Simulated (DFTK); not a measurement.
Wanted: the native input for a DFTK 0.8.2 run.

```
Task                         : single point
Functional                   : PBE
Potentials or basis          : dojo.nc.sr.pbe.v0_4_1.standard.upf (PBE)
Cutoff                       : 980 eV
k mesh                       : 9 × 9 × 9
Occupations                  : methfessel-paxton order 1, width 0.1 eV
Spin                         : no spin polarisation
Valence electrons            : Sn 14
SCF tolerance on the density : 1e-06
```

The system is Sn.

```
Sn
1.0
    -2.94014    2.94014    1.59930
     2.94014   -2.94014    1.59930
     2.94014    2.94014   -1.59930
Sn
2
Cartesian
  0.0000 0.0000 0.0000
  0.0000 2.9401 0.7997
```

The input as run:

run.jl

```julia
using DFTK
using PseudoPotentialData
using Unitful, UnitfulAtomic
using LinearAlgebra, Printf
include("save.jl")
disable_threading()

# lattice vectors are the columns
lattice = austrip(1u"Å") * [ -2.9401404553   2.9401404553   2.9401404553;
             2.9401404553  -2.9401404553   2.9401404553;
             1.5993019889   1.5993019889  -1.5993019889]
symbols   = [:Sn, :Sn]
positions = [[0.0, 0.0, 0.0],
             [0.75, 0.25, 0.5]]
pseudopotentials = PseudoFamily("dojo.nc.sr.pbe.v0_4_1.standard.upf")
elements = Dict(s => ElementPsp(s, pseudopotentials) for s in unique(symbols))
atoms    = [elements[s] for s in symbols]

build_model(lattice, positions; symmetries=true) =
    model_DFT(lattice, atoms, positions;
              functionals=PBE(),
              temperature=austrip(0.1u"eV"),
              smearing=Smearing.MethfesselPaxton(1),
              symmetries)
Ecut  = 36.0  # hartree
kgrid = [9, 9, 9]
tol   = 1e-6
to_GPa = ustrip(uconvert(u"GPa", 1u"hartree/bohr^3"))

model = build_model(lattice, positions)
basis = PlaneWaveBasis(model; Ecut, kgrid)
display(basis)
scfres = self_consistent_field(basis;
                               tol,
                               nbandsalg=AdaptiveBands(model; n_bands_converge=19))
display(scfres.energies)
@printf "Fermi level: %.6f eV\n" ustrip(auconvert(u"eV", something(scfres.εF, NaN)))
forces = compute_forces_cart(scfres)
println("Forces (eV/Å)")
for (s, f) in zip(symbols, forces)
    @printf "%-3s %12.6f %12.6f %12.6f\n" s ustrip.(auconvert.(u"eV/Å", f))...
end
stress = compute_stresses_cart(scfres)
println("Stress (GPa)")
display(round.(stress * to_GPa; digits=4))
println("Levels at the first k-point (eV): ", round.(ustrip.(auconvert.(u"eV", scfres.eigenvalues[1][1:scfres.n_bands_converge])); digits=4))
save_scf!(scfres; forces, stress)
```

Potentials or basis: dojo.nc.sr.pbe.v0_4_1.standard.upf (PBE).

Run with:

```console
$ julia --threads=1 run.jl  # save.jl only writes the numbers to a file and isn't shown; printed stress counts tension as positive; times include loading and compiling
```

Results of the run:

The pressure is 1.5 GPa and the band gap on the k mesh is none (metal or under the smearing width).

Run time: 6.5 min on 1 thread of Intel(R) Xeon(R) Platinum 8375C CPU @ 2.90GHz (Ice Lake), with other jobs on the host, peak memory 2.4 GiB.
